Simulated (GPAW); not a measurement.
# Al (Fm-3m) in GPAW: further runs, part 2 of 2

GPAW 26.7.0.

### 4 Optical spectrum, PBE

This run uses another cell than the first one, of 16.27 Å³/atom, 1.043 times its volume.

File run.py:

```python
from ase import Atoms
from ase.dft.bandgap import bandgap
from ase.io import write
from gpaw import GPAW, PW
from gpaw.response.df import DielectricFunction

atoms = Atoms(['Al'],
              cell=[[0.0, 2.0112152952, 2.0112152952],
                    [2.0112152952, 0.0, 2.0112152952],
                    [2.0112152952, 2.0112152952, 0.0]],
              scaled_positions=[[0.0, 0.0, 0.0]],
              pbc=True)

calc = GPAW(mode=PW(400),
            xc='PBE',
            kpts={'size': (9, 9, 9), 'gamma': True},
            occupations={'name': 'fermi-dirac', 'width': 0.05},
            nbands=7,
            convergence={'density': 1e-06},
            maxiter=150,
            txt='gpaw.txt')
atoms.calc = calc
energy = atoms.get_potential_energy()
calc.write('gs.gpw')
write('result.traj', atoms)
print(f'Energy: {energy:.6f} eV')
print('Fermi level:', round(calc.get_fermi_level(), 4), 'eV')
print(f'Gap: {bandgap(calc)[0]:.4f} eV, direct: {bandgap(calc, direct=True)[0]:.4f} eV')

dense = calc.fixed_density(kpts={'size': (28, 28, 28), 'gamma': True},
                           nbands=18, convergence={'bands': 12, 'eigenstates': 1e-7},
                           update_fermi_level=True, txt='dense.txt')
dense.write('dense.gpw', mode='all')

df = DielectricFunction('dense.gpw', frequencies={'type': 'nonlinear', 'domega0': 0.05, 'omega2': 10},
                        eta=0.1, ecut=50, nbands=12, rate='eta', txt='df.txt')
for direction in ['x']:
    df.get_dielectric_function(xc='RPA', direction=direction, filename=f'df_{direction}.csv')
```

Potentials or basis: GPAW PAW data sets (gpaw-data 1.2.1), pw.

Started as:

```sh
OMP_NUM_THREADS=1 python run.py
```

gpaw.txt:

```text
__  _  _
 | _ |_)|_||  |
 |__||  | ||/\| - 26.7.0

Input parameters:
  mode=PW(ecut=400.0),
  convergence={'density': 1e-06},
  kpts=MonkhorstPack(size=(9, 9, 9), gamma=True),
  maxiter=150,
  nbands=7,
  occupations=Occupations(name='fermi-dirac', width=0.05),
  xc=XC(name='PBE')

Diagonalizing LCAO Hamiltonian
Converting LCAO to pw mode

       Al

Atoms  # Å, Bohr magnetons
|   | symbol |        x |        y |        z |    initial magnetic moments |
|---|--------|----------|----------|----------|-----------------------------|
| 0 |     Al | 0.000000 | 0.000000 | 0.000000 | ( 0.0000,  0.0000,  0.0000) |

Unit cell  # Å
| periodic |        x |        y |        z |  lengths |    angles |
|----------|----------|----------|----------|----------|-----------|
|      yes | 0.000000 | 2.011215 | 2.011215 | 2.844288 | 60.000000 |
|      yes | 2.011215 | 0.000000 | 2.011215 | 2.844288 | 60.000000 |
|      yes | 2.011215 | 2.011215 | 0.000000 | 2.844288 | 60.000000 |

Number of symmetries: 48
Symmetry operations  # r_c * U_cc + t_c -> r_c
|    | kind |            matrix            |
[... 154 lines left out ...]
maximum number of iterations: 150

SCF iterations
|iter     | |      energy | eigst |  dens |
|---------|-|-------------|-------|-------|
|iter:   1| |   -3.703141 | -0.25 |       |
|iter:   2| |   -3.703512 | -3.50 | -0.98 |
|iter:   3| |   -3.704932 | -3.37 | -1.00 |
|iter:   4| |   -3.705378 | -4.02 | -1.55 |
|iter:   5| |   -3.705384c| -6.11 | -2.96 |
|iter:   6| |   -3.705385c| -6.60 | -3.38 |
|iter:   7| |   -3.705385c| -8.64c| -4.66 |
|iter:   8| |   -3.705385c| -9.20c| -5.15 |
|iter:   9| |   -3.705385c|-10.67c| -6.80c|

Converged in 9 steps
Energy contributions relative to reference atoms: (reference = -6603.423265)

Energy contributions:
  Kinetic:           4.279526
  Coulomb:          -2.205413
  Zero:             -0.006645
  External:          0.000000
  Xc:               -5.770138
  Entropy:          -0.005430
  Spinorbit:         0.000000
  ----------------------------
  Free energy:      -3.708100
  Extrapolated:     -3.705385

dipole moment: (-6.899273, -6.899273, -6.899273)  # |e|*Ang

Fermi level: 7.266
Eigenvalues  # (at kpt = [0.000, 0.000, 0.000])
| band index |      eig [eV] | occ [0-2] |
|------------|---------------|-----------|
|          0 |        -3.940 |     2.000 |
|          1 |        20.001 |     0.000 |
|          2 |        20.001 |     0.000 |
|          3 |        20.001 |     0.000 |
|          4 |        21.603 |     0.000 |
|          5 |        21.603 |     0.000 |
|          6 |        21.603 |     0.000 |

No gap
No difference between direct/indirect transitions
# Writing to gs.gpw (mode='')
```

stdout:

```text
Energy: -3.705385 eV
Fermi level: 7.2656 eV
Gap: 0.0000 eV, direct: 0.0000 eV
```

df.txt:

```text
NonLinearFrequencyDescriptor(from 0.000 to 47.441 eV, 321 points)
NonLinearFrequencyDescriptor(from 0.000 to 47.441 eV, 321 points)

Calculating chi0 body with:
    Ground state adapter containing:
    Number of spins: 1
    Number of kpoints: 21952
    Number of irreducible kpoints: 624
    Number of completely occupied states: 1
    Number of partially occupied states: 3

    Linear response parametrization:
    q_c: [0.0, 0.0, 0.0]
    Number of frequency points: 321
[... 42 lines left out ...]
    Number of spins: 1
    Number of kpoints: 21952
    Number of irreducible kpoints: 624
    Number of completely occupied states: 1
    Number of partially occupied states: 3

Symmetries of q_c:
    Direct symmetries (Uq -> q): 48
    Indirect symmetries (TUq -> q): 0
In total 48 allowed symmetries.

Integral kind: intraband
Plasma frequency:
[[12.67-0.j  0.  -0.j  0.  +0.j]
 [ 0.  -0.j 12.67-0.j  0.  +0.j]
 [ 0.  -0.j  0.  +0.j 12.67-0.j]]

Finished calculating chi0
```

Wall time 64 s (1 thread of Arm Neoverse V1, shared host); peak memory 0.3 GiB.

What came out:

| Item | Value |
| --- | --- |
| Free energy | -3.7081 eV |
| Band gap on the k mesh | none (metal or under the smearing width) |

Dielectric function (mean over the directions given):
```tsv
energy (eV)	real part	imaginary part
1.04	-137.75	48.90
1.43	-57.37	46.56
1.89	-43.16	41.83
2.42	-39.79	8.38
2.79	-24.71	10.17
3.30	-22.80	3.69
3.76	-14.51	2.63
4.16	-14.53	3.20
4.65	-10.22	1.01
5.16	-8.00	2.16
5.53	-7.44	0.73
6.07	-5.37	0.56
6.55	-5.11	0.64
7.04	-3.93	0.29
7.38	-3.38	0.46
7.90	-3.04	0.24
8.43	-2.38	0.21
8.80	-2.21	0.31
9.27	-1.87	0.12
9.76	-1.55	0.16
10.16	-1.41	0.16
10.67	-1.14	0.09
11.20	-0.95	0.13
11.52	-0.88	0.09
12.08	-0.66	0.07
12.53	-0.57	0.09
13.00	-0.45	0.05
13.48	-0.33	0.07
13.97	-0.26	0.04
14.48	-0.15	0.05
14.86	-0.11	0.06
15.39	-0.03	0.03
15.94	0.04	0.05
16.36	0.08	0.03
16.93	0.16	0.04
17.51	0.20	0.03
17.96	0.25	0.02
18.58	0.29	0.03
19.22	0.34	0.03
19.87	0.38	0.02
```

Caveat: the intraband term hangs on this k mesh; the long-wavelength limit can be off by a per cent or two; independent-particle spectra lack excitons.

### 5 Optical spectrum, PBE

This run uses another cell than the first one, of 16.60 Å³/atom, 1.064 times its volume.

Edit run.py of step 4 so:

```diff
@@ -7,5 +7,5 @@
 atoms = Atoms(['Al'],
-              cell=[[0.0, 2.0112152952, 2.0112152952],
-                    [2.0112152952, 0.0, 2.0112152952],
-                    [2.0112152952, 2.0112152952, 0.0]],
+              cell=[[0.0, 2.024805, 2.024805],
+                    [2.024805, 0.0, 2.024805],
+                    [2.024805, 2.024805, 0.0]],
               scaled_positions=[[0.0, 0.0, 0.0]],
```

Potentials or basis: GPAW PAW data sets (gpaw-data 1.2.1), pw.

Started as:

```sh
OMP_NUM_THREADS=1 python run.py
```

gpaw.txt:

```text
__  _  _
 | _ |_)|_||  |
 |__||  | ||/\| - 26.7.0

Input parameters:
  mode=PW(ecut=400.0),
  convergence={'density': 1e-06},
  kpts=MonkhorstPack(size=(9, 9, 9), gamma=True),
  maxiter=150,
  nbands=7,
  occupations=Occupations(name='fermi-dirac', width=0.05),
  xc=XC(name='PBE')

Diagonalizing LCAO Hamiltonian
Converting LCAO to pw mode

       Al

Atoms  # Å, Bohr magnetons
|   | symbol |        x |        y |        z |    initial magnetic moments |
|---|--------|----------|----------|----------|-----------------------------|
| 0 |     Al | 0.000000 | 0.000000 | 0.000000 | ( 0.0000,  0.0000,  0.0000) |

Unit cell  # Å
| periodic |        x |        y |        z |  lengths |    angles |
|----------|----------|----------|----------|----------|-----------|
|      yes | 0.000000 | 2.024805 | 2.024805 | 2.863507 | 60.000000 |
|      yes | 2.024805 | 0.000000 | 2.024805 | 2.863507 | 60.000000 |
|      yes | 2.024805 | 2.024805 | 0.000000 | 2.863507 | 60.000000 |

Number of symmetries: 48
Symmetry operations  # r_c * U_cc + t_c -> r_c
[... 156 lines left out ...]

SCF iterations
|iter     | |      energy | eigst |  dens |
|---------|-|-------------|-------|-------|
|iter:   1| |   -3.706400 | -0.26 |       |
|iter:   2| |   -3.706643 | -3.50 | -0.97 |
|iter:   3| |   -3.706798c| -3.42 | -1.00 |
|iter:   4| |   -3.707103c| -4.05 | -1.55 |
|iter:   5| |   -3.707109c| -6.07 | -2.96 |
|iter:   6| |   -3.707110c| -6.57 | -3.38 |
|iter:   7| |   -3.707110c| -8.63c| -4.66 |
|iter:   8| |   -3.707110c| -9.26c| -5.16 |
|iter:   9| |   -3.707110c|-10.83c| -6.79c|

Converged in 9 steps
Energy contributions relative to reference atoms: (reference = -6603.423265)

Energy contributions:
  Kinetic:           3.579190
  Coulomb:          -1.683091
  Zero:             -0.006062
  External:          0.000000
  Xc:               -5.594585
  Entropy:          -0.005126
  Spinorbit:         0.000000
  ----------------------------
  Free energy:      -3.709673
  Extrapolated:     -3.707110

dipole moment: (-6.947683, -6.947683, -6.947683)  # |e|*Ang

Fermi level: 7.073
Eigenvalues  # (at kpt = [0.000, 0.000, 0.000])
| band index |      eig [eV] | occ [0-2] |
|------------|---------------|-----------|
|          0 |        -3.994 |     2.000 |
|          1 |        19.694 |     0.000 |
|          2 |        19.694 |     0.000 |
|          3 |        19.694 |     0.000 |
|          4 |        21.142 |     0.000 |
|          5 |        21.142 |     0.000 |
|          6 |        21.142 |     0.000 |

No gap
No difference between direct/indirect transitions
# Writing to gs.gpw (mode='')
```

df.txt:

```text
NonLinearFrequencyDescriptor(from 0.000 to 47.004 eV, 320 points)
NonLinearFrequencyDescriptor(from 0.000 to 47.004 eV, 320 points)

Calculating chi0 body with:
    Ground state adapter containing:
    Number of spins: 1
    Number of kpoints: 21952
    Number of irreducible kpoints: 624
    Number of completely occupied states: 1
    Number of partially occupied states: 3

    Linear response parametrization:
    q_c: [0.0, 0.0, 0.0]
    Number of frequency points: 320
[... 42 lines left out ...]
    Number of spins: 1
    Number of kpoints: 21952
    Number of irreducible kpoints: 624
    Number of completely occupied states: 1
    Number of partially occupied states: 3

Symmetries of q_c:
    Direct symmetries (Uq -> q): 48
    Indirect symmetries (TUq -> q): 0
In total 48 allowed symmetries.

Integral kind: intraband
Plasma frequency:
[[12.61-0.j  0.  -0.j  0.  -0.j]
 [ 0.  -0.j 12.61-0.j  0.  +0.j]
 [ 0.  -0.j  0.  +0.j 12.61-0.j]]

Finished calculating chi0
```

Run time: 64 s. Hardware: 1 thread of Arm Neoverse V1, shared host; peak memory 0.3 GiB.

Results:

| Property | Result |
| --- | --- |
| Free energy | -3.7097 eV |
| Band gap on the k mesh | none (metal or under the smearing width) |

Dielectric function (mean over the directions given):
| energy (eV) | real part | imaginary part |
| --- | --- | --- |
| 1.04 | -134.21 | 45.45 |
| 1.43 | -64.55 | 56.41 |
| 1.89 | -52.42 | 47.49 |
| 2.42 | -37.43 | 7.15 |
| 2.79 | -24.89 | 11.92 |
| 3.30 | -21.78 | 2.95 |
| 3.76 | -13.76 | 2.95 |
| 4.16 | -14.21 | 2.27 |
| 4.65 | -9.81 | 0.97 |
| 5.16 | -8.42 | 1.99 |
| 5.53 | -7.09 | 0.59 |
| 6.07 | -5.12 | 0.68 |
| 6.55 | -4.88 | 0.43 |
| 7.04 | -3.75 | 0.29 |
| 7.38 | -3.34 | 0.50 |
| 7.90 | -2.91 | 0.20 |
| 8.43 | -2.30 | 0.25 |
| 8.80 | -2.18 | 0.23 |
| 9.27 | -1.77 | 0.12 |
| 9.76 | -1.49 | 0.17 |
| 10.16 | -1.36 | 0.12 |
| 10.67 | -1.08 | 0.10 |
| 11.20 | -0.93 | 0.12 |
| 11.52 | -0.81 | 0.06 |
| 12.08 | -0.62 | 0.08 |
| 12.53 | -0.54 | 0.07 |
| 13.00 | -0.40 | 0.05 |
| 13.48 | -0.32 | 0.07 |
| 13.97 | -0.22 | 0.04 |
| 14.48 | -0.12 | 0.05 |
| 14.86 | -0.09 | 0.05 |
| 15.39 | 0.00 | 0.03 |
| 15.94 | 0.06 | 0.04 |
| 16.36 | 0.11 | 0.03 |
| 16.93 | 0.17 | 0.04 |
| 17.51 | 0.22 | 0.02 |
| 17.96 | 0.26 | 0.03 |
| 18.58 | 0.31 | 0.02 |
| 19.22 | 0.35 | 0.03 |
| 19.87 | 0.40 | 0.02 |

Caveat: the intraband term hangs on this k mesh; the long-wavelength limit can be off by a per cent or two; independent-particle spectra lack excitons.

### 6 The runs side by side

```csv
cell,gap on the mesh (eV)
"Fm-3m, 15.61 Å³/atom",none
"Fm-3m, 15.94 Å³/atom",none
"Fm-3m, 16.27 Å³/atom",none
"Fm-3m, 16.6 Å³/atom",none
```

Alike in all rows: task optical spectrum; level PBE; potentials or basis GPAW PAW data sets (gpaw-data 1.2.1), pw; no spin polarisation; k mesh 9 × 9 × 9; cutoff (eV) 400; smearing fermi-dirac 0.05 eV.

Every run on the cell as given and a fine mesh finds a metal.

Caveats: the intraband term hangs on this k mesh; the long-wavelength limit can be off by a per cent or two; independent-particle spectra lack excitons.

Absolute energies hang on the potentials; compare differences alone.
